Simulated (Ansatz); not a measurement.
# Which magnetic order does O (C2/m) prefer in this cell?

The source of the geometry is a structure from the Materials Project, repeated to hold the magnetic orders; atoms and cell stay fixed.

Functional, mesh and filling: PBE, 8×8×5 k mesh, Fermi–Dirac smearing of 0.05 eV. PAW means Ansatz 0.2.0 on its default frozen-core files; LAPW is all-electron LAPW in Ansatz 0.2.0. Site moments are integrated in spheres about the atoms, whose radii differ between the methods.

The reference run was typed so:

```yaml
crystal:
  lattice:
    - [0.4569114499, -1.66241594, 3.6470501824]
    - [0.0, -3.32483188, 0.0]
    - [5.7028057066, 0.0, 0.0]
  atoms:
    - { symbol: O, position: [0.15557402, 0.92221299, 0.94766682], spin: 1.0 }
    - { symbol: O, position: [0.15557402, 0.42221299, 0.44766682], spin: 1.0 }
    - { symbol: O, position: [0.84442598, 0.57778701, 0.55233318], spin: 1.0 }
    - { symbol: O, position: [0.84442598, 0.07778701, 0.05233318], spin: 1.0 }
magnetization:
  spin_polarized: true
kpoints:
  mp_grid: { grid: [8, 8, 5] }
scf:
  occupations: { method: fermi_dirac, width: 0.05 }
  lower_state_search: "off"
hamiltonian:
  xc: pbe
  pseudopotentials: { kind: paw }
output:
  forces: true
  stress: true
  eigenvalues: true
  populations: true
  write_density: true
  write_potential: true
  elf: true
  volumetric_format: npy
```

Command: `ansatz run input.yaml --threads 2 --pin off --max-ram 6144MiB --backend cpu --events-out ev --progress --plain --runs-dir out`

The input for «start O1↑ O2↓ O3↓ O4↑» by LAPW differs from it in these lines, output keys apart:

```diff
-    - { symbol: O, position: [0.15557402, 0.92221299, 0.94766682], spin: 1.0 }
-    - { symbol: O, position: [0.15557402, 0.42221299, 0.44766682], spin: 1.0 }
-    - { symbol: O, position: [0.84442598, 0.57778701, 0.55233318], spin: 1.0 }
-    - { symbol: O, position: [0.84442598, 0.07778701, 0.05233318], spin: 1.0 }
+    - { symbol: O, position: [0.15557402, 0.92221299, 0.94766682], spin: 0.6 }
+    - { symbol: O, position: [0.15557402, 0.42221299, 0.44766682], spin: -0.6 }
+    - { symbol: O, position: [0.84442598, 0.57778701, 0.55233318], spin: -0.6 }
+    - { symbol: O, position: [0.84442598, 0.07778701, 0.05233318], spin: 0.6 }
-  pseudopotentials: { kind: paw }
+  pseudopotentials: { kind: all_electron, lapw: { basis_error: 0.001 } }
```

Energies count from the run that starts all moments parallel. Patterns list the atoms that start with 0.5 μB or more.

```tsv
start	ΔF PAW (meV/atom)	ΔF LAPW (meV/atom)	largest moment, PAW (μB)	M, PAW (μB/cell)	order at the end, PAW	P, PAW (GPa)
O1↑, O2↑, O3↑, O4↑	0.0	0.0	0.56	4.00	kept	0.7
O1↑, O2↓, O3↓, O4↑	-0.7	-0.7	0.56	0.00	kept	0.6
O1↑, O2↓, O3↑, O4↓	+390.0	–	0.00	0.00	moments lost	-2.1
O1↑, O2↑, O3↑, O4↓	-0.7	–	0.56	0.00	changed	0.6
no spin polarisation	+390.0	–	0.00	0.00	–	-2.1
```

The lowest of these ends as follows. Site moments (μB): O1 -0.56, O2 0.56, O3 0.56, O4 -0.56. Cell moment 0.00 μB. The next state lies within 2 meV per atom or changes place at zero smearing, so the order of the two isn't settled. Orders of other supercells weren't tried and can lie lower.

The start O1↑, O2↑, O3↑, O4↓ ends so. Site moments (μB): O1 -0.56, O2 0.56, O3 0.56, O4 -0.56. Cell moment 0.00 μB.

The Ansatz runs typed with the search for lower states off end where their start leads. These are results for the start and cell typed. The real compound can order otherwise, in a larger cell, or not at all, since semilocal functionals at zero temperature often overstate magnetism. Left out because they may lie on a higher state: PAW, start O1↑ O2↑ O3↓ O4↓; LAPW, start O1↑ O2↑ O3↓ O4↓.
